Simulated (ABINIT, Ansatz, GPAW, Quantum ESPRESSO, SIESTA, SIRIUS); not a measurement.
# One calculation of Ge, 6 ways

```
Ge
1.0
     3.99759    0.00000    0.00000
    -1.99879    3.46201    0.00000
     0.00000    0.00000    6.59938
Ge
4
Direct
  0.33333 0.66667 0.93710
  0.66667 0.33333 0.43710
  0.33333 0.66667 0.56290
  0.66667 0.33333 0.06290
```

This isn't the form of Ge at room conditions, which is diamond.

Alike in all runs: task single point; functional PBEsol; k mesh 8 × 8 × 4; occupations fermi-dirac, width 0.05 eV; no spin polarisation; no spin-orbit coupling. Pressure is positive in compression and, in plane waves, holds the error of the finite cutoff.

```csv
program and potentials,plane-wave cutoff (eV),notes,pressure (GPa)
"Quantum ESPRESSO, GBRV 1.5 PBEsol",612,14 valence electrons an atom on average,-0.27
"GPAW, PAW data sets generated for this functional",600,4 valence electrons an atom on average,0.25
"ABINIT, PseudoDojo NC SR PBEsol v0.4.1 standard",1061,14 valence electrons an atom on average,-0.04
"SIESTA, files PseudoDojo sr-pbesol-0.4.1-standard, DZP (energy shift 0.003 Ry; two zetas on semicore shells)",-,atomic basis; 14 valence electrons an atom on average,1.26
"Ansatz, all-electron LAPW, scalar-relativistic",-,-,-0.03
"SIRIUS, PseudoDojo 0.4.1 PBEsol standard (scalar relativistic)",1078,14 valence electrons an atom on average,-0.02
```

The pressure spans -0.27 (Quantum ESPRESSO, GBRV 1.5 PBEsol) to 1.26 GPa (SIESTA, files PseudoDojo sr-pbesol-0.4.1-standard, DZP (energy shift 0.003 Ry; two zetas on semicore shells)), with all-electron results at -0.03. Rows in atomic bases carry the error of their basis and grid, which can be large.

The functional is the same throughout but for its coding, so the spread measures potentials, basis and numerics; runs on potential files found faulty are left out.
